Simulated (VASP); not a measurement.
# A VASP 6.6.1 single-point calculation on GaAs

INCAR

```
ENCUT = 520
PREC = Accurate
LASPH = .TRUE.
NSW = 0
GGA = PE
LREAL = .FALSE.
LCHARG = .FALSE.
NELM = 99
ISIF = 2
IBRION = -1
ISMEAR = -1
EDIFF = 1E-7
NBANDS = 16
LWAVE = .FALSE.
SIGMA = 0.02
```

KPOINTS

```
KPOINTS created by Atomic Simulation Environment
0
Gamma
4 4 4
0 0 0
```

POSCAR

```
Ga As
 1.0000000000000000
     0.0000000000000000    5.3002200000000004    5.3995699999999998
     5.3002200000000004    0.0000000000000000    5.3995699999999998
     5.3002200000000004    5.3002200000000004    0.0000000000000000
 Ga  As
   1   1
Cartesian
  0.0000000000000000  0.0000000000000000  0.0000000000000000
  2.6501100000000002  2.6501100000000002  2.6997849999999999
```

The recommended PBE PAW datasets give the neutral cell 18 valence electrons.

Command

```
mpirun -np 1 vasp_std
```

OSZICAR

```
N       E                     dE             d eps       ncg     rms          rms(c)
DAV:   1     0.652387904609E+02    0.65239E+02   -0.69038E+03   416   0.835E+02
DAV:   2     0.317593698484E+01   -0.62063E+02   -0.60444E+02   552   0.168E+02
DAV:   3    -0.278615514579E+01   -0.59621E+01   -0.58733E+01   432   0.492E+01
DAV:   4    -0.296127341774E+01   -0.17512E+00   -0.17324E+00   592   0.976E+00
DAV:   5    -0.296612869932E+01   -0.48553E-02   -0.48486E-02   536   0.156E+00    0.213E+00
DAV:   6    -0.225354424582E+01    0.71258E+00   -0.10535E+00   424   0.305E+00    0.850E-01
DAV:   7    -0.219491170311E+01    0.58633E-01   -0.42374E-01   480   0.121E+00    0.713E-01
DAV:   8    -0.226101492201E+01   -0.66103E-01   -0.61045E-01   416   0.195E+00    0.785E-01
DAV:   9    -0.220069293906E+01    0.60322E-01   -0.10204E-01   416   0.667E-01    0.356E-01
DAV:  10    -0.223365588709E+01   -0.32963E-01   -0.37854E-01   416   0.103E+00    0.773E-01
DAV:  11    -0.219989168335E+01    0.33764E-01   -0.38654E-01   440   0.946E-01    0.245E-01
DAV:  12    -0.219572540785E+01    0.41663E-02   -0.10991E-02   416   0.250E-01    0.145E-01
DAV:  13    -0.219412582237E+01    0.15996E-02   -0.53368E-03   576   0.138E-01    0.193E-02
DAV:  14    -0.219412179205E+01    0.40303E-05   -0.13771E-04   416   0.517E-02    0.145E-02
DAV:  15    -0.219410379959E+01    0.17992E-04   -0.43189E-05   520   0.166E-02    0.456E-03
DAV:  16    -0.219410347407E+01    0.32552E-06   -0.26305E-06   464   0.692E-03    0.309E-03
DAV:  17    -0.219410299011E+01    0.48395E-06   -0.10769E-06   512   0.461E-03    0.135E-03
DAV:  18    -0.219410296830E+01    0.21812E-07   -0.45078E-08   448   0.115E-03
   1 F= -.21941030E+01 E0= -.21816112E+01  d E =-.249835E-01
```

From OUTCAR

```
k-points           NKPTS =     13   k-points in BZ     NKDIM =     13   number of bands    NBANDS=     16

   NELECT =      18.0000    total number of electrons

   dimension x,y,z NGX =    56 NGY =   56 NGZ =   56
   dimension x,y,z NGXF=   112 NGYF=  112 NGZF=  112

  energy-cutoff  :      520.00
  volume of cell :      303.37
      direct lattice vectors                 reciprocal lattice vectors
     0.000000000  5.300220000  5.399570000    -0.094335707  0.094335707  0.092599966
     5.300220000  0.000000000  5.399570000     0.094335707 -0.094335707  0.092599966
     5.300220000  5.300220000  0.000000000     0.094335707  0.094335707 -0.092599966

 k-points in reciprocal lattice and weights: KPOINTS created by Atomic Simulation Env
   0.00000000  0.00000000  0.00000000       0.016
   0.25000000  0.00000000  0.00000000       0.125
   0.50000000  0.00000000  0.00000000       0.062
   0.25000000  0.25000000  0.00000000       0.031
   0.50000000  0.25000000  0.00000000       0.125
  -0.25000000  0.25000000  0.00000000       0.062
   0.50000000  0.50000000  0.00000000       0.016
   0.25000000  0.00000000  0.25000000       0.062
   ...

 E-fermi :  -3.0084

 k-point     1 :       0.0000    0.0000    0.0000
  band No.  band energies     occupation
      1     -19.2270      2.00000
      2     -19.2265      2.00000
      3     -19.2249      2.00000
      4     -19.2249      2.00000
      5     -19.2249      2.00000
      6     -11.9815      2.00000
      7      -8.5912      2.00000
      8      -2.9859      0.48964
      9      -2.9794      0.38035
     10      -2.9794      0.38034
     11      -1.6948      0.00000
     12      -1.6948      0.00000
     13      -1.6823      0.00000
     14       0.3075      0.00000
     15       3.0895      0.00000
     16       3.1787      0.00000

 k-point     2 :       0.2500    0.0000    0.0000
  band No.  band energies     occupation
      1     -19.2270      2.00000
      2     -19.2265      2.00000
      3     -19.2249      2.00000
      4     -19.2249      2.00000
      5     -19.2249      2.00000
      6     -11.9797      2.00000
      7      -8.5955      2.00000
      8      -3.0275      1.44473
      9      -3.0174      1.22137
     10      -3.0116      1.07948
     11      -1.7319      0.00000
     12      -1.6453      0.00000
     13      -1.6373      0.00000
     14       0.8065      0.00000
     15       2.7147      0.00000
     16       2.7812      0.00000

 k-point     3 :       0.5000    0.0000    0.0000
  band No.  band energies     occupation
      1     -19.2270      2.00000
      2     -19.2265      2.00000
      3     -19.2249      2.00000
      4     -19.2249      2.00000
      5     -19.2249      2.00000
      6     -11.9779      2.00000
      7      -8.5998      2.00000
      8      -3.0824      1.95178
      9      -3.0497      1.77443
     10      -3.0414      1.67807
     11      -1.7170      0.00000
     12      -1.5993      0.00000
     13      -1.5929      0.00000
     14       1.5138      0.00000
     15       1.8969      0.00000
     16       2.7387      0.00000

 ...

  Total       -1.9832348     -1.9832348     -2.0504154      0.0000000     -0.0000000      0.0000000
  in kB      -10.4738840    -10.4738840    -10.8286790      0.0000000     -0.0000000      0.0000000
  external PRESSURE =     -10.5921490 kB  Pullay stress =       0.0000000 kB

 POSITION                                       TOTAL-FORCE (eV/Angst)
 -----------------------------------------------------------------------------------
      0.00000      0.00000      0.00000        -0.000000     -0.000000      0.000000
      2.65011      2.65011      2.69978         0.000000      0.000000     -0.000000
 -----------------------------------------------------------------------------------
    total drift:                                0.000002      0.000002      0.000002

  FREE ENERGIE OF THE ION-ELECTRON SYSTEM (eV)
  ---------------------------------------------------
  free  energy   TOTEN  =        -2.1941029683 eV

  energy  without entropy=       -2.1691194366  energy(sigma->0) =       -2.18161120
```

It converged. Results: gap between bands v and c on the k mesh -0.06 eV (bands overlap: a metal); least direct gap on the k mesh 0.00 eV; pressure -1.1 GPa. Band v is the last that the valence electrons fill when counted band by band, and c is the next.

These settings aren't sound, so the numbers aren't properties of the crystal.

The fault: cell typed in bohr.

On sound settings PBE gives a gap of 0.52 eV on its mesh and a pressure of 3.8 GPa for the intended cell.

The run took about 1.8 min on one core of a shared host (Intel Xeon Platinum 8488C) and held 0.42 GiB at most.
